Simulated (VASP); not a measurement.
# Converging a slab model of a few sheets of MoS2, part 3 of 5

How far does the level below the vacuum of a few sheets of MoS2 depend on the numerical settings, and how far on the functional?

VASP 6.6.1, plane waves and PAW; the level of theory is named at each step.

So far. Step 9 (Another vacuum, vacuum width 24): Against the base run its depth below the vacuum changes by +0.00 eV and the energy by +0.1 meV an atom.

### Step 11. A lower cutoff, ENCUT 210

Level of this step: PBE, no spin polarisation; plane waves and PAW (S, Mo) (VASP).

A lower cutoff is cheaper, and the test is whether a potential difference survives it better than the total energy.

The input, INCAR:

```
SYSTEM = MoS2
PREC = Normal
ENCUT = 210
EDIFF = 1E-06
NELM = 120
ISMEAR = 0
SIGMA = 0.05
LREAL = .FALSE.
ALGO = Normal
GGA = PE
NBANDS = 24
LASPH = .TRUE.
LORBIT = 11
LWAVE = .FALSE.
LCHARG = .FALSE.
KPAR = 4
IDIPOL = 3
LDIPOL = .TRUE.
DIPOL = 0.5 0.5 0.5
LVHAR = .TRUE.
LVACPOTAV = .TRUE.
```

The input, POSCAR:

```
MoS2
1.0
    3.1690000000      0.0000000000      0.0000000000
   -1.5845000000      2.7444345050      0.0000000000
    0.0000000000      0.0000000000     24.2922960000
S Mo
4 2
Direct
    0.3333333330      0.6666666670      0.6912601430
    0.3333333330      0.6666666670      0.5624005240
    0.6666666670      0.3333333330      0.4375994760
    0.6666666670      0.3333333330      0.3087398570
    0.6666666670      0.3333333330      0.6268303330
    0.3333333330      0.6666666670      0.3731696670
```

The input, KPOINTS:

```
Automatic mesh
0
Gamma
9 9 1
0 0 0
```

The projector-augmented-wave data sets are S and Mo (PBE family, release 64).

Started as:

```bash
> mpirun -np 4 vasp_std
```

The program printed:

```text
[... set-up lines as in an earlier step ...]
 entering main loop
       N       E                     dE             d eps       ncg     rms          rms(c)
DAV:   1     0.156782607902E+03    0.15678E+03   -0.92826E+03   600   0.594E+02
DAV:   2    -0.317952941664E+02   -0.18858E+03   -0.18348E+03   840   0.180E+02
DAV:   3    -0.460442782691E+02   -0.14249E+02   -0.14093E+02   736   0.573E+01
DAV:   4    -0.464485535045E+02   -0.40428E+00   -0.40310E+00   856   0.102E+01
[...]
DAV:  21    -0.433812137439E+02   -0.95699E-05   -0.48243E-07   520   0.187E-03    0.129E-03
DAV:  22    -0.433812157791E+02   -0.20352E-05   -0.62112E-08   424   0.812E-04    0.125E-03
DAV:  23    -0.433812167136E+02   -0.93450E-06   -0.37372E-08   384   0.623E-04
 [... a notice as in an earlier step ...]

   1 F= -.43381217E+02 E0= -.43381217E+02  d E =-.291785E-14
```

Run time: 8 s. Hardware: 4 MPI ranks of AMD EPYC 7R43, shared host; peak memory 0.42 GiB; 29 s of CPU time.

OUTCAR, selected parts (step 11):

```text
  Total       -2.6342146     -2.6342146     -2.9145465     -0.0000000      0.0000000      0.0000000
  in kB      -19.9764384    -19.9764384    -22.1023220     -0.0000000      0.0000000      0.0000000
  external PRESSURE =     -20.6850662 kB  Pullay stress =       0.0000000 kB

 POSITION                                       TOTAL-FORCE (eV/Angst)
 -----------------------------------------------------------------------------------
     -0.00000      1.82962     16.79230         0.000000      0.000000      0.077352
     -0.00000      1.82962     13.66200        -0.000000     -0.000000      0.054330
      1.58450      0.91481     10.63030         0.000000      0.000000     -0.054330
      1.58450      0.91481      7.50000        -0.000000     -0.000000     -0.077352
      1.58450      0.91481     15.22715        -0.000000      0.000000      0.040501
     -0.00000      1.82962      9.06515        -0.000000      0.000000     -0.040501
 -----------------------------------------------------------------------------------
    total drift:                               -0.000000      0.000000     -0.000000

  FREE ENERGIE OF THE ION-ELECTRON SYSTEM (eV)
  ---------------------------------------------------
  free  energy   TOTEN  =       -43.3812167136 eV

  energy  without entropy=      -43.3812167136  energy(sigma->0) =      -43.38121671

[... 1 part as in an earlier step ...]

[... 2 further parts left out ...]
[key lines of the parts left out:]
E-fermi :   0.3862
```

Numbers from this step:

```yaml
electronic_cycles: 23
free_energy_toten: -43.38 eV
fermi_energy: 0.3862 eV
vacuum_levels: 5.614, 5.614 eV
ionisation_potentials_of_the_upper_and_lower_face: 5.480, 5.480 eV
highest_filled_level_below_the_vacuum: 5.480 eV
gap_on_the_k_mesh: 1.281 eV
least_direct_gap_on_the_k_mesh: 1.691 eV
```

Against the base run its depth below the vacuum changes by -0.00 eV and the energy by +28.0 meV an atom.

### Step 12. A lower cutoff, ENCUT 280

Changes to INCAR since step 11:

```diff
@@ -2,3 +2,3 @@
 PREC = Normal
-ENCUT = 210
+ENCUT = 280
 EDIFF = 1E-06
```

POSCAR is that of step 11.

KPOINTS is that of step 11.

Started as:

```bash
> mpirun -np 4 vasp_std
```

The program printed:

```text
[... set-up lines as in an earlier step ...]
 entering main loop
       N       E                     dE             d eps       ncg     rms          rms(c)
DAV:   1     0.191967498900E+03    0.19197E+03   -0.10696E+04   576   0.747E+02
DAV:   2    -0.282149328290E+02   -0.22018E+03   -0.21398E+03   872   0.204E+02
DAV:   3    -0.461220606336E+02   -0.17907E+02   -0.17719E+02   760   0.662E+01
DAV:   4    -0.466073131251E+02   -0.48525E+00   -0.48438E+00   760   0.121E+01
[...]
DAV:  22    -0.435067108047E+02   -0.12027E-04   -0.89850E-07   552   0.345E-03    0.153E-03
DAV:  23    -0.435067119410E+02   -0.11363E-05   -0.11398E-07   408   0.200E-03    0.465E-04
DAV:  24    -0.435067125569E+02   -0.61591E-06   -0.43317E-08   408   0.814E-04
 [... a notice as in an earlier step ...]

   1 F= -.43506713E+02 E0= -.43506713E+02  d E =-.605809E-15
```

The job ended after 10 s (4 MPI ranks; peak memory 0.49 GiB; 38 s of CPU time).

Parts of OUTCAR (step 12):

```text
  Total        0.5570014      0.5570014      0.4456048      0.0000000     -0.0000000     -0.0000000
  in kB        4.2239933      4.2239933      3.3792221      0.0000000     -0.0000000     -0.0000000
  external PRESSURE =       3.9424029 kB  Pullay stress =       0.0000000 kB

 POSITION                                       TOTAL-FORCE (eV/Angst)
 -----------------------------------------------------------------------------------
     -0.00000      1.82962     16.79230         0.000000     -0.000000      0.066489
     -0.00000      1.82962     13.66200         0.000000      0.000000      0.051322
      1.58450      0.91481     10.63030        -0.000000      0.000000     -0.051322
      1.58450      0.91481      7.50000         0.000000      0.000000     -0.066489
      1.58450      0.91481     15.22715         0.000000      0.000000      0.040948
     -0.00000      1.82962      9.06515         0.000000     -0.000000     -0.040948
 -----------------------------------------------------------------------------------
    total drift:                               -0.000000      0.000000     -0.000000

  FREE ENERGIE OF THE ION-ELECTRON SYSTEM (eV)
  ---------------------------------------------------
  free  energy   TOTEN  =       -43.5067125569 eV

  energy  without entropy=      -43.5067125569  energy(sigma->0) =      -43.50671256

[... 1 part as in an earlier step ...]

[... 2 further parts left out ...]
[key lines of the parts left out:]
E-fermi :   0.3827
```

Numbers from this step:

```
electronic cycles                                 : 24
free energy (TOTEN)                               : -43.51 eV
Fermi energy                                      : 0.3827 eV
vacuum levels                                     : 5.605, 5.605 eV
ionisation potentials of the upper and lower face : 5.482, 5.482 eV
electron affinities of the upper and lower face   : 4.199, 4.199 eV
highest filled level below the vacuum             : 5.482 eV
gap on the k-mesh                                 : 1.284 eV
least direct gap on the k-mesh                    : 1.687 eV
```

Against the base run its depth below the vacuum changes by -0.00 eV and the energy by +7.1 meV an atom.

### Step 13. Another smearing width, SIGMA 0.02

The width trades sharpness at the Fermi level against the mesh needed.

Changes to INCAR since step 12:

```diff
@@ -2,3 +2,3 @@
 PREC = Normal
-ENCUT = 280
+ENCUT = 350
 EDIFF = 1E-06
@@ -6,3 +6,3 @@
 ISMEAR = 0
-SIGMA = 0.05
+SIGMA = 0.02
 LREAL = .FALSE.
```

POSCAR is that of step 12.

KPOINTS is that of step 12.

Started as:

```bash
> mpirun -np 4 vasp_std
```

The program printed:

```text
[... set-up lines as in an earlier step ...]
 entering main loop
       N       E                     dE             d eps       ncg     rms          rms(c)
DAV:   1     0.215478828143E+03    0.21548E+03   -0.11731E+04   576   0.886E+02
DAV:   2    -0.253162748974E+02   -0.24080E+03   -0.23389E+03   864   0.220E+02
[... 2 cycles as in an earlier step ...]
DAV:   5    -0.466620940828E+02   -0.14865E-01   -0.14856E-01   736   0.213E+00    0.358E+01
[... 4 cycles as in an earlier step ...]
DAV:  10    -0.435496440412E+02    0.66967E-02   -0.39596E-02   824   0.116E+00    0.337E-01
DAV:  11    -0.435490705029E+02    0.57354E-03   -0.44377E-03   816   0.427E-01    0.129E-01
[... 1 cycle as in an earlier step ...]
DAV:  13    -0.435488362124E+02    0.29310E-04   -0.11048E-04   744   0.581E-02    0.389E-02
DAV:  14    -0.435488603040E+02   -0.24092E-04   -0.16619E-04   728   0.503E-02    0.268E-02
DAV:  15    -0.435488889744E+02   -0.28670E-04   -0.17605E-05   864   0.221E-02    0.224E-02
[... 3 cycles as in an earlier step ...]
DAV:  19    -0.435490463598E+02   -0.37442E-04   -0.30653E-06   624   0.736E-03    0.404E-03
DAV:  20    -0.435490578314E+02   -0.11472E-04   -0.65214E-07   496   0.416E-03    0.216E-03
DAV:  21    -0.435490806981E+02   -0.22867E-04   -0.19625E-06   552   0.535E-03    0.399E-03
DAV:  22    -0.435490844944E+02   -0.37963E-05   -0.25941E-07   456   0.333E-03    0.115E-03
DAV:  23    -0.435490849019E+02   -0.40746E-06   -0.41490E-08   392   0.985E-04
 [... a notice as in an earlier step ...]

   1 F= -.43549085E+02 E0= -.43549085E+02  d E =-.608269E-23
```

Elapsed: 13 s, on 4 MPI ranks; peak memory 0.58 GiB; 49 s of CPU time.

From OUTCAR (step 13):

```text
  Total        0.9402841      0.9402841      0.8708545      0.0000000      0.0000000      0.0000000
  in kB        7.1305990      7.1305990      6.6040831      0.0000000      0.0000000      0.0000000
  external PRESSURE =       6.9550937 kB  Pullay stress =       0.0000000 kB

 POSITION                                       TOTAL-FORCE (eV/Angst)
 -----------------------------------------------------------------------------------
     -0.00000      1.82962     16.79230         0.000000      0.000000      0.065408
     -0.00000      1.82962     13.66200        -0.000000     -0.000000      0.047387
      1.58450      0.91481     10.63030         0.000000      0.000000     -0.047387
      1.58450      0.91481      7.50000        -0.000000      0.000000     -0.065408
      1.58450      0.91481     15.22715         0.000000      0.000000      0.041506
     -0.00000      1.82962      9.06515         0.000000      0.000000     -0.041506
 -----------------------------------------------------------------------------------
    total drift:                                0.000000     -0.000000     -0.000000

  FREE ENERGIE OF THE ION-ELECTRON SYSTEM (eV)
  ---------------------------------------------------
  free  energy   TOTEN  =       -43.5490849019 eV

  energy  without entropy=      -43.5490849019  energy(sigma->0) =      -43.54908490

[... 2 parts as in an earlier step ...]

[... 1 further part left out ...]
[key lines of the parts left out:]
E-fermi :   0.2560
```

This step gave:

```yaml
electronic_cycles: 23
free_energy_toten: -43.55 eV
fermi_energy: 0.256 eV
ionisation_potentials_of_the_upper_and_lower_face: 5.483, 5.483 eV
electron_affinities_of_the_upper_and_lower_face: 4.198, 4.198 eV
highest_filled_level_below_the_vacuum: 5.483 eV
gap_on_the_k_mesh: 1.285 eV
```

Against the base run its depth below the vacuum changes by +0.00 eV and the energy by +0.0 meV an atom.

### Step 14. Another smearing width, SIGMA 0.4

Changes to INCAR since step 13:

```diff
@@ -6,3 +6,3 @@
 ISMEAR = 0
-SIGMA = 0.02
+SIGMA = 0.4
 LREAL = .FALSE.
```

POSCAR is that of step 13.

KPOINTS is that of step 13.

Started as:

```bash
> mpirun -np 4 vasp_std
```

The program printed:

```text
[... set-up lines as in an earlier step ...]
 entering main loop
       N       E                     dE             d eps       ncg     rms          rms(c)
DAV:   1     0.215360379469E+03    0.21536E+03   -0.11731E+04   576   0.886E+02
DAV:   2    -0.253266397410E+02   -0.24069E+03   -0.23342E+03   864   0.220E+02
DAV:   3    -0.460087606170E+02   -0.20682E+02   -0.20402E+02   768   0.727E+01
DAV:   4    -0.466473872584E+02   -0.63863E+00   -0.63605E+00   848   0.139E+01
[...]
DAV:  21    -0.435492800065E+02   -0.20795E-04   -0.15654E-06   552   0.462E-03    0.313E-03
DAV:  22    -0.435492851737E+02   -0.51672E-05   -0.19230E-07   464   0.248E-03    0.115E-03
DAV:  23    -0.435492860317E+02   -0.85804E-06   -0.34751E-08   384   0.806E-04
 [... a notice as in an earlier step ...]

   1 F= -.43549286E+02 E0= -.43548378E+02  d E =-.181559E-02
```

Run time: 13 s. Hardware: 4 MPI ranks; peak memory 0.62 GiB; 51 s of CPU time.

OUTCAR, selected parts (step 14):

```text
  Total        0.9450229      0.9450229      0.8641421      0.0000000      0.0000000     -0.0000000
  in kB        7.1665356      7.1665356      6.5531796      0.0000000      0.0000000     -0.0000000
  external PRESSURE =       6.9620836 kB  Pullay stress =       0.0000000 kB

 POSITION                                       TOTAL-FORCE (eV/Angst)
 -----------------------------------------------------------------------------------
     -0.00000      1.82962     16.79230         0.000000     -0.000000      0.065410
     -0.00000      1.82962     13.66200         0.000000      0.000000      0.048056
      1.58450      0.91481     10.63030        -0.000000      0.000000     -0.048056
      1.58450      0.91481      7.50000        -0.000000      0.000000     -0.065410
      1.58450      0.91481     15.22715         0.000000      0.000000      0.040225
     -0.00000      1.82962      9.06515         0.000000     -0.000000     -0.040225
 -----------------------------------------------------------------------------------
    total drift:                                0.000000     -0.000000     -0.000000

  FREE ENERGIE OF THE ION-ELECTRON SYSTEM (eV)
  ---------------------------------------------------
  free  energy   TOTEN  =       -43.5492860317 eV

  energy  without entropy=      -43.5474704462  energy(sigma->0) =      -43.54837824

[... 2 parts as in an earlier step ...]

[... 1 further part left out ...]
[key lines of the parts left out:]
E-fermi :   0.6601
```

Numbers from this step:

```
energy at zero smearing : -43.55 eV
Fermi energy            : 0.6601 eV
```

Against the base run its depth below the vacuum changes by +0.00 eV and the energy by +0.1 meV an atom.

### Step 15. Another level, functional LDA, disp none

This step: LDA, no spin polarisation; plane waves and PAW (S, Mo) (VASP 6.6.1).

Beside the numerical settings stands the choice of exchange and correlation.

Changes to INCAR since step 14:

```diff
@@ -6,6 +6,6 @@
 ISMEAR = 0
-SIGMA = 0.4
+SIGMA = 0.05
 LREAL = .FALSE.
 ALGO = Normal
-GGA = PE
+GGA = CA
 NBANDS = 24
```

POSCAR is that of step 14.

KPOINTS is that of step 14.

Started as:

```bash
> mpirun -np 4 vasp_std
```

The program printed:

```text
[banner, memory and clock lines left out]
running    4 mpi-ranks, on    1 nodes
 distrk:  each k-point on    1 cores,    4 groups
 distr:  one band on    1 cores,    1 groups

 POSCAR found type information on POSCAR S Mo
 POSCAR found :  2 types and       6 ions
|                                                                             |
|               ----> ADVICE to this user running VASP <----                  |
|                                                                             |
|     You enforced a specific xc type in the INCAR file but a different       |
|     [... a line on the potential file left out ...]
|     I HOPE YOU KNOW WHAT YOU ARE DOING!                                     |
|                                                                             |

 LDA part: xc-table for (Slater(with rela. corr.)+CA(PZ))
 , standard interpolation
 POSCAR, INCAR and KPOINTS ok, starting setup
 FFT: planning ... GRIDC
 FFT: planning ... GRID_SOFT
 FFT: planning ... GRID
 WAVECAR not read
 entering main loop
       N       E                     dE             d eps       ncg     rms          rms(c)
DAV:   1     0.210483489498E+03    0.21048E+03   -0.11728E+04   576   0.886E+02
DAV:   2    -0.310949903240E+02   -0.24158E+03   -0.23553E+03   880   0.220E+02
DAV:   3    -0.514680460386E+02   -0.20373E+02   -0.20188E+02   760   0.728E+01
DAV:   4    -0.520781699689E+02   -0.61012E+00   -0.60830E+00   856   0.138E+01
DAV:   5    -0.520921718621E+02   -0.14002E-01   -0.13990E-01   736   0.210E+00    0.366E+01
DAV:   6    -0.497111744286E+02    0.23810E+01   -0.17120E+01   752   0.207E+01    0.127E+01
DAV:   7    -0.493656789926E+02    0.34550E+00   -0.92177E+00   728   0.179E+01    0.101E+01
DAV:   8    -0.488759835409E+02    0.48970E+00   -0.13402E+00   792   0.682E+00    0.276E+00
DAV:   9    -0.488701080850E+02    0.58755E-02   -0.25675E-01   840   0.260E+00    0.704E-01
DAV:  10    -0.488642377500E+02    0.58703E-02   -0.36657E-02   832   0.116E+00    0.318E-01
DAV:  11    -0.488641641871E+02    0.73563E-04   -0.39509E-03   832   0.396E-01    0.152E-01
DAV:  12    -0.488640812738E+02    0.82913E-04   -0.83022E-04   824   0.172E-01    0.660E-02
DAV:  13    -0.488641916334E+02   -0.11036E-03   -0.85342E-05   760   0.528E-02    0.379E-02
DAV:  14    -0.488644411472E+02   -0.24951E-03   -0.12178E-04   688   0.414E-02    0.253E-02
DAV:  15    -0.488645036494E+02   -0.62502E-04   -0.21933E-05   848   0.239E-02    0.222E-02
DAV:  16    -0.488646023182E+02   -0.98669E-04   -0.26642E-05   768   0.256E-02    0.247E-02
DAV:  17    -0.488646335107E+02   -0.31192E-04   -0.19244E-05   704   0.206E-02    0.727E-03
DAV:  18    -0.488646589176E+02   -0.25407E-04   -0.40783E-06   664   0.895E-03    0.334E-03
DAV:  19    -0.488646898187E+02   -0.30901E-04   -0.16952E-06   544   0.584E-03    0.241E-03
DAV:  20    -0.488647036923E+02   -0.13874E-04   -0.15923E-06   504   0.446E-03    0.207E-03
DAV:  21    -0.488647188379E+02   -0.15146E-04   -0.11685E-06   528   0.514E-03    0.384E-03
DAV:  22    -0.488647241122E+02   -0.52743E-05   -0.32067E-07   480   0.334E-03    0.146E-03
DAV:  23    -0.488647244727E+02   -0.36049E-06   -0.56433E-08   384   0.113E-03
 [... a notice as in an earlier step ...]

   1 F= -.48864724E+02 E0= -.48864724E+02  d E =-.959013E-12
```

It took 10 s on 4 MPI ranks; peak memory 0.51 GiB; 38 s of CPU time.

From OUTCAR (step 15):

```text
   NELECT =      36.0000    total number of electrons

 E-fermi :   0.1455

 k-point     1 :       0.0000    0.0000    0.0000
  band No.  band energies     occupation
    ...
     14      -1.9865      2.00000
     15      -1.9865      2.00000
     16      -1.7928      2.00000
     17      -0.7803      2.00000
     18      -0.0765      2.00000
     19       2.2773      0.00000
     20       2.2773      0.00000
     21       2.2977      0.00000
     22       2.2977      0.00000
     23       2.4841      0.00000
    ...

  Total       -3.5831661     -3.5831661     -2.8913524      0.0000000      0.0000000      0.0000000
  in kB      -27.1727657    -27.1727657    -21.9264302      0.0000000      0.0000000      0.0000000
  external PRESSURE =     -25.4239872 kB  Pullay stress =       0.0000000 kB

 POSITION                                       TOTAL-FORCE (eV/Angst)
 -----------------------------------------------------------------------------------
     -0.00000      1.82962     16.79230         0.000000     -0.000000     -0.437499
     -0.00000      1.82962     13.66200        -0.000000      0.000000      0.356708
      1.58450      0.91481     10.63030        -0.000000      0.000000     -0.356708
      1.58450      0.91481      7.50000         0.000000      0.000000      0.437499
      1.58450      0.91481     15.22715        -0.000000      0.000000      0.033254
     -0.00000      1.82962      9.06515        -0.000000      0.000000     -0.033254
 -----------------------------------------------------------------------------------
    total drift:                                0.000000     -0.000000     -0.000000

  FREE ENERGIE OF THE ION-ELECTRON SYSTEM (eV)
  ---------------------------------------------------
  free  energy   TOTEN  =       -48.8647244727 eV

  energy  without entropy=      -48.8647244727  energy(sigma->0) =      -48.86472447

 vacuum level on the upper side and lower side of the slab         5.624         5.624

[... 9 parts as in an earlier step ...]

[... 9 further parts left out ...]
```

The PAW data sets were made with PBE, though LDA sets exist; this is a small mismatch.

This step gave:

* free energy (TOTEN): -48.86 eV
* Fermi energy: 0.1455 eV
* vacuum levels: 5.624, 5.624 eV
* ionisation potentials of the upper and lower face: 5.700, 5.700 eV
* electron affinities of the upper and lower face: 4.445, 4.445 eV
* highest filled level below the vacuum: 5.700 eV
* gap on the k-mesh: 1.256 eV
* least direct gap on the k-mesh: 1.695 eV

Force by atom:

| atom | x (eV/Å) | y (eV/Å) | z (eV/Å) | size |
| --- | --- | --- | --- | --- |
| S1 | 0.000 | 0.000 | -0.437 | 0.437 |
| S2 | 0.000 | 0.000 | 0.357 | 0.357 |
| S3 | 0.000 | 0.000 | -0.357 | 0.357 |
| S4 | 0.000 | 0.000 | 0.437 | 0.437 |
| Mo5 | 0.000 | 0.000 | 0.033 | 0.033 |
| Mo6 | 0.000 | 0.000 | -0.033 | 0.033 |

Against the base run its depth below the vacuum changes by +0.22 eV.

[end of part 3 of 5]

[Lines on the potential files, build, host, timing and source positions are cut from VASP's logs without a mark.]

[Logs are printed without paths, hosts, clocks, repeated set-up lines and the standing remarks that a program may print on its own settings, such as how far it seeks lower states.]

[Hosts, paths, dates, database ids (printed as entryN), source tags and the programs' standing remarks are cut or masked in the printed files.]

[In band tables of VASP the shares of atoms and orbitals are scaled to a sum of 1 inside the atoms' spheres.]

[Runs that stopped without an error message from VASP are left out.]
